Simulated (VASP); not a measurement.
# GaAs (F-43m) in VASP: further runs

One crystal, GaAs, is run at these levels: PBE; tasks: G0W0 quasiparticle levels.

Everything below comes from runs of VASP 6.6.1. Logs are shortened: lines on timing, memory, paths and dates and some standing lists are left out, and cuts for length are marked.

**Measured values to compare with.**

“Evidence of valence band perturbations in GaAsN/GaAs(001): A combined variable-angle spectroscopic ellipsometry and modulated photoreflectance investigation”, 2008, arxiv:0805.2212 reports, for a bulk crystal of GaAs at 300 K: band gap 1.412 ± 0.01 eV (direct).

The results are compared with them further down.

### 1 Starting point

It takes space group F-43m (No. 216, cubic). Conventional cell: a = 5.654 Å, b = 5.654 Å, c = 5.654 Å, α = 90.00°, β = 90.00°, γ = 90.00°. As (site symmetry -43m) is surrounded by 4 Ga at 2.45 Å. Around Ga (site symmetry -43m) lie 4 As at 2.45 Å.

### 2 G0W0 quasiparticle levels, PBE

Input file POSCAR:

```
GaAs
1.0
    0.0000000000      2.8268500000      2.8268500000
    2.8268500000      0.0000000000      2.8268500000
    2.8268500000      2.8268500000      0.0000000000
As Ga
1 1
Direct
    0.7500000000      0.7500000000      0.7500000000
    0.0000000000      0.0000000000      0.0000000000
```

Input file INCAR.step1:

```
  PREC = Accurate
  ENCUT = 520
  EDIFF = 1E-8
  ISMEAR = 0
  SIGMA = 0.01
  LREAL = False
  LASPH = True
  NELM = 100
  ALGO = Fast
  LWAVE = True
  LCHARG = False
  GGA = PE
```

Input file INCAR.step2:

```
  PREC = Accurate
  ENCUT = 520
  EDIFF = 1E-8
  ISMEAR = 0
  SIGMA = 0.01
  LREAL = False
  LASPH = True
  NELM = 1
  ALGO = Exact
  LWAVE = True
  LCHARG = False
  GGA = PE
  NBANDS = 280
  LOPTICS = True
  ISTART = 1
```

Input file INCAR.step3:

```
  PREC = Accurate
  ENCUT = 520
  EDIFF = 1E-8
  ISMEAR = 0
  SIGMA = 0.01
  LREAL = False
  LASPH = True
  ALGO = EVGW0
  LWAVE = False
  LCHARG = False
  GGA = PE
  NELMGW = 1
  NBANDS = 280
  ENCUTGW = 260
  NOMEGA = 72
  PRECFOCK = Fast
  ISTART = 1
  NBANDSGW = 17
```

Input file KPOINTS:

```
Automatic mesh
0
Gamma
  5 5 5
```

Potentials or basis: VASP PAW PBE potentials, release 64 (As_GW, Ga_d_GW).

Command:

```console
cat potpaw_PBE.64/As_GW/POTCAR potpaw_PBE.64/Ga_d_GW/POTCAR > POTCAR
cp INCAR.step1 INCAR
mpirun -np 1 vasp_std > vasp.out
cp INCAR.step2 INCAR
mpirun -np 1 vasp_std > vasp.out
cp INCAR.step3 INCAR
mpirun -np 1 vasp_std > vasp.out
```

OUTCAR:

```text
PREC = Accurate
   ENCUT = 520
   EDIFF = 1E-8
   ISMEAR = 0
   LREAL = False
   LASPH = True
   GGA = PE
   NELMGW = 1
   ENCUTGW = 260
   PRECFOCK = Fast
   ISTART = 1

 ion  position               nearest neighbor table
   1  0.750  0.750  0.750-   2 2.45   2 2.45   2 2.45   2 2.45
   2  0.000  0.000  0.000-   1 2.45   1 2.45   1 2.45   1 2.45

  LATTYP: Found a face centered cubic cell.
 ALAT       =     5.6537000000

  Lattice vectors:

 A1 = (   0.0000000000,   2.8268500000,   2.8268500000)
 A2 = (   2.8268500000,   0.0000000000,   2.8268500000)
 A3 = (   2.8268500000,   2.8268500000,   0.0000000000)

Analysis of symmetry for initial positions (statically):
=====================================================================
 Subroutine PRICEL returns:
 Original cell was already a primitive cell.

 Routine SETGRP: Setting up the symmetry group for a
 face centered cubic supercell.

 Subroutine GETGRP returns: Found 24 space group operations
 (whereof 24 operations were pure point group operations)
 out of a pool of 48 trial point group operations.

The static configuration has the point symmetry T_d .

Analysis of symmetry for dynamics (positions and initial velocities):
=====================================================================
 Subroutine PRICEL returns:
 Original cell was already a primitive cell.

 Routine SETGRP: Setting up the symmetry group for a
 face centered cubic supercell.

 Subroutine GETGRP returns: Found 24 space group operations
 (whereof 24 operations were pure point group operations)
 out of a pool of 48 trial point group operations.

The dynamic configuration has the point symmetry T_d .

 Subroutine INISYM returns: Found 24 space group operations
 (whereof 24 operations are pure point group operations),
 and found     1 'primitive' translations

----------------------------------------------------------------------------------------

                                     Primitive cell

  volume of cell :      45.1792

  direct lattice vectors                    reciprocal lattice vectors
     0.000000000  2.826850000  2.826850000    -0.176875321  0.176875321  0.176875321
     2.826850000  0.000000000  2.826850000     0.176875321 -0.176875321  0.176875321
     2.826850000  2.826850000  0.000000000     0.176875321  0.176875321 -0.176875321

  length of vectors
     3.997769609  3.997769609  3.997769609     0.306357042  0.306357042  0.306357042

  position of ions in fractional coordinates (direct lattice)
     0.750000000  0.750000000  0.750000000
     0.000000000  0.000000000  0.000000000

  ion indices of the primitive-cell ions
   primitive index   ion index
                 1           1
                 2           2

----------------------------------------------------------------------------------------

 KPOINTS: Automatic mesh

Automatic generation of k-mesh.
 Grid dimensions read from file:
 generate k-points for:    5    5    5

 Generating k-lattice:

  Cartesian coordinates                     Fractional coordinates (reciprocal lattice)
    -0.035375064  0.035375064  0.035375064     0.200000000  0.000000000  0.000000000
     0.035375064 -0.035375064  0.035375064     0.000000000  0.200000000  0.000000000
     0.035375064  0.035375064 -0.035375064     0.000000000  0.000000000  0.200000000

  Length of vectors
     0.061271408  0.061271408  0.061271408

  Shift w.r.t. Gamma in fractional coordinates (k-lattice)
     0.000000000  0.000000000  0.000000000

 Subroutine IBZKPT returns following result:
 ===========================================

 Found     10 irreducible k-points:

 Following reciprocal coordinates:
            Coordinates               Weight
  0.000000  0.000000  0.000000      1.000000
  0.200000  0.000000  0.000000      8.000000
  0.400000  0.000000  0.000000      8.000000
  0.200000  0.200000  0.000000      6.000000
  0.400000  0.200000  0.000000     24.000000
 -0.400000  0.200000  0.000000     24.000000
 -0.200000  0.200000  0.000000     12.000000
  0.400000  0.400000  0.000000      6.000000
 -0.400000  0.400000  0.000000     12.000000
 -0.400000  0.400000  0.200000     24.000000
   k-points           NKPTS =     10   k-points in BZ     NKDIM =    125   number of bands    NBANDS=    280
   number of dos      NEDOS =    301   number of ions     NIONS =      2
   total plane-waves  NPLWV =  27000
   dimension x,y,z NGX =    30 NGY =   30 NGZ =   30
   dimension x,y,z NGXF=    60 NGYF=   60 NGZF=   60
   ions per type =               1   1
   NGX,Y,Z   is equivalent  to a cutoff of  12.48, 12.48, 12.48 a.u.
   NGXF,Y,Z  is equivalent  to a cutoff of  24.95, 24.95, 24.95 a.u.
 SYSTEM =  unknown system
   PREC   = accura    normal or accurate (medium, high low for compatibility)
   ISTART =      1    job   : 0-new  1-cont  2-samecut
   ICHARG =      0    charge: 1-file 2-atom 10-const
   ISPIN  =      1    spin polarized calculation?
   LNONCOLLINEAR =      F non collinear calculations
   LSORBIT =      F    spin-orbit coupling
   LASPH  =      T    aspherical Exc in radial PAW
   ENCUT  =  520.0 eV  38.22 Ry    6.18 a.u.   7.43  7.43  7.43*2*pi/ulx,y,z
   NELM   =     60;   NELMIN=  2; NELMDL=  0     # of ELM steps
   EDIFF  = 0.1E-07   stopping-criterion for ELM
   LREAL  =      F    real-space projection
   EDIFFG = 0.1E-06   stopping-criterion for IOM
   NSW    =      0    number of steps for IOM
   IBRION =     -1    ionic relax: 0-MD 1-quasi-New 2-CG
   NFREE  =      0    steps in history (QN), initial steepest desc. (CG)
   ISIF   =      0    stress and relaxation
   ISYM   =      3    0-nonsym 1-usesym 2-fastsym
   POTIM  = 0.5000    time-step for ionic-motion
   TEBEG  =    0.0;   TEEND  =   0.0 temperature during run
   PSTRESS=    0.0 pullay stress
   NELECT =      18.0000    total number of electrons
   NUPDOWN=      -1.0000    fix difference up-down
   EMIN   =  10.00;   EMAX   =-10.00  energy-range for DOS
   EFERMI =   0.00;   METHOD = LEGACY
   ISMEAR =     0;   SIGMA  =   0.01  broadening in eV -4-tet -1-fermi 0-gaus
   EFERMI_NEDOS =   21; number of points for ismear=-14 and -15
   IALGO  =     38    algorithm
   IMIX   =      4    mixing-type and parameters
     AMIX     =   0.40;   BMIX     =  1.00
     AMIX_MAG =   1.60;   BMIX_MAG =  1.00
  volume/ion in A,a.u.               =      22.59       152.44
  Fermi-wavevector in a.u.,A,eV,Ry     =   1.204628  2.276417 19.743799  1.451128
  Thomas-Fermi vector in A             =   2.340347
   LORBIT       =      0    0 simple, 1 ext, 2 COOP (PROOUT), +10 PAW based schemes
   GGA     = PE    functional components
   LHFCALC =     T    Hartree Fock is set to
   PRECFOCK=fast      Normal, Fast or Accurate (Low or Medium for compatibility)
   ENCUT4O =  -1.0   cutoff for four orbital integrals eV
   NKREDX  =     1    reduce k-point grid by
   NKREDY  =     1    reduce k-point grid by
   NKREDZ  =     1    reduce k-point grid by
   AEXX    =    1.0000 exact exchange contribution
   HFSCREEN=    0.0000 screening length (either q_TF or 0.3 A-1)
   HFSCREENC=   0.0000 screening length for correlation (either q_TF or 0.3 A-1)
   ENCUTFOCK=  -1.0 apply spherical cutoff to Coloumb kernel
   IVDW    =     0    specifies the selected vdW correction
   LEPSILON=     F    determine dielectric tensor
   LRPA    =     F    only Hartree local field effects (RPA)
   LRPAFORCE           =     F    calculate RPA forces
   ENCUTGW             = 260.0    cutoff for response function in eV
   ENCUTGWSOFT         = 208.0    soft cutoff for Coulomb kernel in GW response function in eV
   ENCUTLF             =  -1.0    cutoff for local field effects
   NELMGW              =     1    number of iterations in solving QP/BSE equation
   NELMHF              =     1    number of iterations in the inner HF iteration
   NKREDLFX            =     1    NKREDLFY  =   1   NKREDLFZ  =   1
 non-spin polarized calculation
 Gauss-broadening in eV      SIGMA  =   0.01
  energy-cutoff  :      520.00
  volume of cell :       45.18
 maximum number of plane-waves:      1243
 NGX is ok and might be reduce to    30
  NGX = 18; NGY = 18; NGZ = 18
   NGX = 15   NGY = 15   NGZ = 15
 maximum number of plane-waves:       444

 QP shifts <psi_nk| G(iteration)W_0 |psi_nk>: iteration 1
 for sc-GW calculations column KS-energies equals QP-energies in previous step
 and V_xc(KS)=  KS-energies - (<T + V_ion + V_H > + <T+V_H+V_ion>^1  + <V_x>^1)

 k-point   1 :       0.0000    0.0000    0.0000
  band No.  KS-energies  QP-energies   sigma(KS)   V_xc(KS)     V^pw_x(r,r')   Z            occupation Imag(sigma)

      1     -10.9597     -12.9533     -24.7200     -21.7084     -35.0572       0.6620       2.0000       0.0601
      2     -10.9597     -12.9533     -24.7200     -21.7084     -35.0572       0.6620       2.0000       0.0601
      3     -10.9597     -12.9533     -24.7200     -21.7084     -35.0572       0.6620       2.0000       0.0601
      4     -10.8813     -12.8959     -24.8477     -21.8104     -35.1632       0.6633       2.0000       0.0327
      5     -10.8813     -12.8959     -24.8477     -21.8104     -35.1632       0.6633       2.0000       0.0327
      6      -8.8603      -9.2757     -11.8185     -11.1363     -18.1115       0.6089       2.0000       0.5452
[... 9 lines left out ...]
     16      13.9583      13.8253      -9.9976      -9.8175      -4.5072       0.7386       0.0000      -0.3299
     17      15.3994      15.1595      -8.0565      -7.7303      -2.2426       0.7356       0.0000      -0.4161

 k-point   2 :       0.2000    0.0000    0.0000
  band No.  KS-energies  QP-energies   sigma(KS)   V_xc(KS)     V^pw_x(r,r')   Z            occupation Imag(sigma)

      1     -10.9898     -12.9542     -24.5078     -21.5377     -34.7986       0.6614       2.0000       0.0681
      2     -10.9514     -12.9459     -24.7379     -21.7245     -35.0779       0.6619       2.0000       0.0594
      3     -10.9514     -12.9459     -24.7379     -21.7245     -35.0779       0.6619       2.0000       0.0594
      4     -10.8810     -12.8960     -24.8464     -21.8099     -35.1635       0.6636       2.0000       0.0328
      5     -10.8810     -12.8960     -24.8464     -21.8099     -35.1635       0.6636       2.0000       0.0328
      6      -8.4052      -8.8663     -12.1290     -11.3952     -18.2799       0.6285       2.0000       0.5327
[... 9 lines left out ...]
     16      12.9304      12.7101      -8.1814      -7.8833      -2.5462       0.7391       0.0000      -0.3130
     17      14.9443      14.7216      -8.4123      -8.1124      -2.5782       0.7425       0.0000      -0.4234

 k-point   3 :       0.4000    0.0000    0.0000
  band No.  KS-energies  QP-energies   sigma(KS)   V_xc(KS)     V^pw_x(r,r')   Z            occupation Imag(sigma)

      1     -11.0316     -12.9671     -24.2864     -21.3591     -34.5297       0.6612       2.0000       0.0775
      2     -10.9415     -12.9391     -24.7571     -21.7407     -35.0970       0.6622       2.0000       0.0581
      3     -10.9415     -12.9391     -24.7571     -21.7407     -35.0970       0.6622       2.0000       0.0581
      4     -10.8778     -12.8940     -24.8547     -21.8198     -35.1794       0.6644       2.0000       0.0340
      5     -10.8778     -12.8940     -24.8547     -21.8198     -35.1794       0.6644       2.0000       0.0340
      6      -7.3594      -7.8677     -12.7109     -11.9478     -18.5104       0.6660       2.0000       0.4769
[... 9 lines left out ...]
     16      14.3997      14.2400      -9.7182      -9.5009      -3.8878       0.7348       0.0000      -0.4211
     17      17.4126      17.3668     -10.1733     -10.1100      -3.4023       0.7247       0.0000      -0.7280

 k-point   4 :       0.2000    0.2000    0.0000
  band No.  KS-energies  QP-energies   sigma(KS)   V_xc(KS)     V^pw_x(r,r')   Z            occupation Imag(sigma)

      1     -11.0054     -12.9617     -24.4569     -21.4972     -34.7399       0.6610       2.0000       0.0698
      2     -10.9430     -12.9403     -24.7587     -21.7426     -35.1022       0.6622       2.0000       0.0586
      3     -10.9430     -12.9403     -24.7587     -21.7426     -35.1022       0.6622       2.0000       0.0586
      4     -10.8886     -12.8999     -24.8212     -21.7868     -35.1315       0.6628       2.0000       0.0338
      5     -10.8767     -12.8929     -24.8556     -21.8196     -35.1766       0.6641       2.0000       0.0325
      6      -8.2526      -8.7151     -12.1857     -11.4484     -18.2850       0.6273       2.0000       0.5246
[... 79 lines left out ...]
      2     -10.9150     -12.9243     -24.8260     -21.8027     -35.1811       0.6646       2.0000       0.0563
      3     -10.9150     -12.9243     -24.8260     -21.8027     -35.1811       0.6646       2.0000       0.0563
      4     -10.9038     -12.9077     -24.7701     -21.7415     -35.0716       0.6617       2.0000       0.0371
      5     -10.8694     -12.8870     -24.8680     -21.8345     -35.1974       0.6651       2.0000       0.0319
      6      -6.7811      -7.2584     -12.7852     -12.0731     -18.3803       0.6703       2.0000       0.4463
[... 9 lines left out ...]
     16      17.5536      17.4710      -9.8705      -9.7564      -3.2284       0.7239       0.0000      -0.6859
     17      18.4183      18.2093     -10.4054     -10.1223      -3.8650       0.7386       0.0000      -0.7772

 k-point   9 :      -0.4000    0.4000    0.0000
  band No.  KS-energies  QP-energies   sigma(KS)   V_xc(KS)     V^pw_x(r,r')   Z            occupation Imag(sigma)

      1     -11.0622     -12.9811     -24.2289     -21.3168     -34.4690       0.6589       2.0000       0.0792
      2     -10.9206     -12.9264     -24.7993     -21.7768     -35.1435       0.6636       2.0000       0.0542
      3     -10.9145     -12.9239     -24.8257     -21.8038     -35.1818       0.6649       2.0000       0.0567
      4     -10.8980     -12.9057     -24.7992     -21.7676     -35.1104       0.6623       2.0000       0.0366
      5     -10.8724     -12.8895     -24.8607     -21.8272     -35.1877       0.6650       2.0000       0.0319
      6      -6.3521      -6.8244     -13.0976     -12.4039     -18.5623       0.6809       2.0000       0.4057
[... 9 lines left out ...]
     16      17.7464      17.6709     -10.5095     -10.4060      -3.6211       0.7292       0.0000      -0.8017
     17      19.4309      19.2495     -10.2820     -10.0332      -3.4230       0.7292       0.0000      -0.8582

 k-point  10 :      -0.4000    0.4000    0.2000
  band No.  KS-energies  QP-energies   sigma(KS)   V_xc(KS)     V^pw_x(r,r')   Z            occupation Imag(sigma)

      1     -11.0531     -12.9736     -24.2412     -21.3292     -34.4843       0.6595       2.0000       0.0794
      2     -10.9298     -12.9374     -24.7908     -21.7676     -35.1348       0.6641       2.0000       0.0546
      3     -10.9188     -12.9242     -24.8040     -21.7841     -35.1537       0.6640       2.0000       0.0563
      4     -10.8918     -12.9009     -24.8172     -21.7846     -35.1322       0.6625       2.0000       0.0352
      5     -10.8758     -12.8906     -24.8524     -21.8193     -35.1768       0.6643       2.0000       0.0325
      6      -6.5746      -7.0583     -12.9949     -12.2771     -18.5283       0.6739       2.0000       0.4160
[... 9 lines left out ...]
     16      17.7661      17.6583     -10.1474      -9.9996      -3.3816       0.7299       0.0000      -0.7634
     17      18.2460      18.0269      -9.1654      -8.8683      -2.7311       0.7375       0.0000      -0.6665
```

Run time: 13 min. Hardware: 1 thread of Intel Xeon 6975P-C (Granite Rapids), shared host; peak memory 1.4 GiB.

What came out:

```
Band gap on the k mesh, mean-field level : 0.51 eV, direct
Quasiparticle gap                        : 1.34 eV
Least direct quasiparticle gap           : 1.34 eV
```

Caveat: bands, screening cutoff and mesh are small and nothing is extrapolated, so the quasiparticle values aren't converged.

[end of part 1 of 3]
